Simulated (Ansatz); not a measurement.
# BeTe (F-43m) in Ansatz: further runs

The runs below take BeTe through single point, relaxation of cell and atoms, with PBE, revPBE.

Program: Ansatz 0.2.0. These are calculated values, not measurements. Logs are shortened: lines on timing, memory, paths and dates and some standing lists are left out, and cuts for length are marked.

## Step 1: The crystal as given

The structure is cubic, space group F-43m (No. 216). The conventional cell has a = 5.540 Å, b = 5.540 Å, c = 5.540 Å, α = 90.00°, β = 90.00°, γ = 90.00°. Te (site symmetry -43m) has 4 Be at 2.40 Å as nearest neighbours. Around Be (site symmetry -43m) lie 4 Te at 2.40 Å.

## Step 2: Single point, PBE

The input, input.yaml:

```yaml
crystal:
  lattice:
    - [0.0, 2.77, 2.77]
    - [2.77, 0.0, 2.77]
    - [2.77, 2.77, 0.0]
  atoms:
    - { symbol: Te, position: [0.75, 0.75, 0.75] }
    - { symbol: Be, position: [0.0, 0.0, 0.0] }
kpoints:
  mp_grid: { grid: [8, 8, 8] }
scf:
  occupations: { method: gaussian, width: 0.029 }
hamiltonian:
  xc: pbe
  pseudopotentials: { kind: all_electron, lapw: { basis_error: 0.001 } }
output:
  forces: true
  stress: true
  eigenvalues: true
```

Potentials or basis: all-electron LAPW, scalar-relativistic.

Launch:

```bash
$ ansatz run input.yaml --threads 1 --pin off --max-ram 3072MiB --backend cpu --events-out ev --progress --plain --runs-dir out
```

The program printed:

```text
Warning: RAYON_NUM_THREADS=1 ignored (pool sized by the plan → 1); use --threads N
LAPW: plane waves up to 7.716 Å⁻¹, error target 1.0e-3 eV per atom; small_component_spin mean_spin; Be in spheres of 0.950 Å, 4 of its electrons in bands, Dirac shells []; Te in spheres of 1.449 Å, 24 of its electrons in bands, Dirac shells [] (how accurate: hamiltonian.pseudopotentials.lapw.basis_error, Limitations)
Engine: ansatz 0.2.0, x86_64-unknown-linux-gnu
Pseudopotentials: kind: all_electron
Pseudopotential: Te, LAPW, valence charge 24, lapw/all_electron/scalar/gaussian/Te, Koelling and Harmon's equation, gaussian nucleus
Pseudopotential: Be, LAPW, valence charge 4, lapw/all_electron/scalar/gaussian/Be, Koelling and Harmon's equation, gaussian nucleus
Functional definition: PBE
  parameter kappa = 0.804
  parameter beta = 0.06672455060314922
  exchange = pbe_x(kappa = kappa, mu = beta*pi^2/3)
  correlation = pbe_c(beta = beta)
Crystal: 2 atoms, lattice volume = 42.508 Å³
Basis set: ecut = 226.84720913705323 eV, 331 PW (Γ), exchange–correlation at level 2
Bands: 18, of which v1, the nominal top of the filled ones, is band 14 counted from 1 (13 counted from 0)
Symmetry: 24 space group operations
Space group: F-43m (ITA 216), of the structure as read, at distance tolerance 3.5e-5 Å
k-points: 29 of 512 (time reversal used)
Non-local potential: Te, projectors of the file, none
Non-local potential: Be, projectors of the file, none
Initial density: superposition of atomic densities (chi_scale 0.1, normalization cell, long waves kept (reshape's long-wave potential 0.00 eV rms))
Initial wavefunctions: plane waves of lowest kinetic energy (no species holds an atomic orbital)
Functional: x = pbe(κ = 0.804, μ = 0.2195149727645171), c = pbe(β = 0.06672455060314922)
iter 1 solved again at ethr=1.83e-3 eV; its pass at ethr=1.00e-1 eV (dr2=5.12e-1 eV) is discarded
SCF iter   1: F=—  HF=-185287.114535 eV  |F-HF|=—  |Δ(HF+E_count)|=         —  Δρ=2.88e-2  dr2=5.13e-1  ethr=1.83e-3  ⟨swp⟩=2.0  Hψ=3757  notcnv=0
preconditioner: auto → none  [insulator: Δε(μ)=1.894 eV  Ē_g=10.510 eV  σ=0.029 eV  W_gap=1.00  n_scr=14 (ndim 8)  ℏωp=16.1 eV  f_vac=0.002  D(μ)=0.00/eV (n_scr^D=0)  ε∞_Penn≈3.3]
SCF iter   2: F=—  HF=-185286.971224 eV  |F-HF|=—  |Δ(HF+E_count)|=   1.43e-1  Δρ=1.06e-2  dr2=5.94e-2  ethr=1.83e-3  ⟨swp⟩=3.0  Hψ=1646  notcnv=0
iter 3 solved again at ethr=8.19e-6 eV; its pass at ethr=2.12e-4 eV (dr2=2.29e-3 eV) is discarded
SCF iter   3: F=—  HF=-185286.964745 eV  |F-HF|=—  |Δ(HF+E_count)|=   6.48e-3  Δρ=2.35e-3  dr2=2.28e-3  ethr=8.19e-6  ⟨swp⟩=2.0  Hψ=2611  notcnv=0
SCF iter   4: F=—  HF=-185286.964807 eV  |F-HF|=—  |Δ(HF+E_count)|=         —  Δρ=5.86e-4  dr2=1.84e-4  ethr=8.14e-6  ⟨swp⟩=3.0  Hψ=1631  notcnv=0
the basis was enlarged: its passes take 457.7 KiB over the memory plan, 1 of 1 planned eigensolver slots
SCF iter   5: F=—  HF=-185286.964872 eV  |F-HF|=—  |Δ(HF+E_count)|=   6.51e-5  Δρ=1.14e-4  dr2=4.94e-6  ethr=6.59e-7  ⟨swp⟩=2.0  Hψ=1450  notcnv=0
SCF iter   6: F=-185286.964881 eV  HF=-185286.964880 eV  |F-HF|=1.23e-7  |Δ(HF+E_count)|=   8.18e-6  Δρ=1.11e-5  dr2=3.51e-8  ethr=1.76e-8  ⟨swp⟩=3.0  Hψ=1544  notcnv=0
SCF 1 converged in 6 iterations: F = -185286.964881 eV  dr2 = 3.51e-8
SCF converged after 6 iterations
Free energy (F): -185286.964881 eV
Harris-Foulkes:  -185286.964880 eV  (|F-HF|=1.23e-7)
Internal energy: -185286.964881 eV  (E = F + TS)
E sigma→0 (E₀):  -185286.964881 eV
Fermi energy:    10.720126 eV
--- Per-component energies (eV) ---
  E_band       = -1302.320291
  E_kinetic    = 195658.128476
  E_xc         = -4870.954359
  E_electrostatic = -376074.138998  (all electrons and nuclei)
  E_smearing   = -0.000000  (= −TS)
  E_closure    = 0.000000  (closes the sum)
  E_atoms      = -185279.416502  (free atoms, spherical and without spin; not in F)
  Σ components = -185286.964881   (vs F -185286.964881, Δ=0.00e0)
  Basis errors (estimates in eV, not in F): energy 5.4e-4 per atom: plane waves 4.9e-4 (2.8e-4 summed), levels above the bands 0.0e0, relativity 7.9e-9, radial functions 4.6e-5, core shells 1.4e-9; eigenvalues (radial functions only) 2.8e-6; not estimated: angular momenta, meshes, grids; target (lapw.basis_error) 1.0e-3; muffin-tin radii Be 0.950 Å, Te 1.449 Å
--- Forces (eV/Å), atoms counted from 1 ---
  atom   1  Te     0.00000000     0.00000000     0.00000000
  atom   2  Be    -0.00000000    -0.00000000    -0.00000000
  max |Σ_I F_I| component: 6.94e-17 eV/Å
--- Stress (GPa, compression-positive) ---
        4.276731       0.000000      -0.000000
        0.000000       4.276731       0.000000
       -0.000000       0.000000       4.276731
  P = ⅓ Tr σ = 4.2767 GPa (42.767 kbar)
--- Band table (eV; the first three rows and the last of 29) ---
  k-point 0: bands = ["-149.1512", "-99.1929", "-99.1929", "-99.1929", "-90.5522", "-26.5511", "-26.5511", "-26.5511", "-26.5354", "-26.5354", "-2.8453", "9.7887", "9.7887", "9.7887", "13.3746", "13.3746", "13.3746", "13.9836"]
  k-point 1: bands = ["-149.1512", "-99.1929", "-99.1929", "-99.1929", "-90.5522", "-26.5508", "-26.5505", "-26.5505", "-26.5353", "-26.5353", "-2.6871", "8.4117", "9.5318", "9.5318", "13.4199", "13.7444", "13.7444", "15.2079"]
  k-point 2: bands = ["-149.1512", "-99.1929", "-99.1929", "-99.1929", "-90.5522", "-26.5499", "-26.5492", "-26.5492", "-26.5350", "-26.5350", "-2.2476", "6.3020", "9.0603", "9.0603", "13.2297", "14.3005", "14.3005", "17.0857"]
  k-point 28: bands = ["-149.1512", "-99.1929", "-99.1929", "-99.1929", "-90.5521", "-26.5483", "-26.5476", "-26.5430", "-26.5363", "-26.5334", "-0.7964", "4.9929", "5.8333", "6.3460", "15.1199", "15.3272", "15.4680", "16.1974"]
```

It took 14 s on 1 thread of Intel Xeon at 2.50GHz (Skylake/Cascade Lake), shared host; peak memory 0.27 GiB.

What came out:

- Free energy: -185286.9649 eV
- Pressure: 4.3 GPa
- Band gap on the k mesh: 1.86 eV, indirect (least direct gap 3.59 eV)

Levels at points of the mesh, in eV from the valence-band top:
| k point | band 10 | band 11 | band 12 | band 13 | band 14 | band 15 | band 16 | band 17 | band 18 |
| --- | --- | --- | --- | --- | --- | --- | --- | --- | --- |
| (0.00, 0.00, 0.00) | -36.32 | -12.63 | 0.00 | 0.00 | 0.00 | 3.59 | 3.59 | 3.59 | 4.19 |
| (0.00, 0.00, -0.50) | -36.32 | -11.17 | -5.85 | -1.21 | -1.21 | 3.22 | 4.59 | 4.59 | 7.81 |
| (0.00, -0.50, -0.50) | -36.32 | -10.63 | -5.38 | -2.83 | -2.83 | 1.86 | 2.61 | 10.07 | 10.07 |

Caveat: spin-orbit coupling is left out, which moves the levels of the heavy elements.

## Step 3: Relaxation of cell and atoms, revPBE

input.yaml, as its differences from that of step 2:

```diff
@@ -11,5 +11,5 @@
 scf:
-  occupations: { method: gaussian, width: 0.029 }
+  occupations: { method: fermi_dirac, width: 0.05 }
 hamiltonian:
-  xc: pbe
+  xc: revpbe
   pseudopotentials: { kind: all_electron, lapw: { basis_error: 0.001 } }
@@ -18,2 +18,5 @@
   stress: true
-  eigenvalues: true
+relax:
+  f_tol: 0.005
+  max_steps: 60
+  cell: {}
```

Potentials or basis: all-electron LAPW, scalar-relativistic.

Launch:

```bash
$ ansatz run input.yaml --threads 1 --pin off --max-ram 3072MiB --backend cpu --events-out ev --progress --plain --runs-dir out
```

Run time: 37 s. Hardware: 1 thread of Intel Xeon at 2.50GHz (Skylake/Cascade Lake), shared host; peak memory 0.29 GiB.

The run converged. Its results:

```yaml
Free_energy: -185294.0104 eV
Relaxed_volume: 23.21 Å³/atom
Relaxed_cell: a = 4.034 Å, b = 4.034 Å, c = 4.034 Å, α = 60.00°, β = 60.00°, γ = 60.00°
Space_group_after_relaxing_to_0.05_Å: F-43m (No. 216)
Energy_gained_by_relaxing: 31.7 meV/atom
Ionic_steps: 5
Pressure_after_relaxing: 0.0 GPa
Band_gap_on_the_k_mesh: 2.15 eV
```

Step by step:
```
step  energy change (eV)  largest force (eV/Å)  volume (Å³)
   1              0.0000                0.0000        42.51
   2             -0.0592                0.0000        47.53
   3             -0.0634                0.0000        46.56
   4             -0.0635                0.0000        46.41
   5             -0.0635                0.0000        46.41
```

Final structure:
```yaml
crystal:
  lattice:
    - [0.00000, 2.85236, 2.85236]
    - [2.85236, 0.00000, 2.85236]
    - [2.85236, 2.85236, 0.00000]
  atoms:
    - { symbol: Te, position: [0.75000, 0.75000, 0.75000] }
    - { symbol: Be, position: [0.00000, 0.00000, 0.00000] }
```

Caveat: spin-orbit coupling is left out, which moves the levels of the heavy elements. A k mesh can miss the band edges.
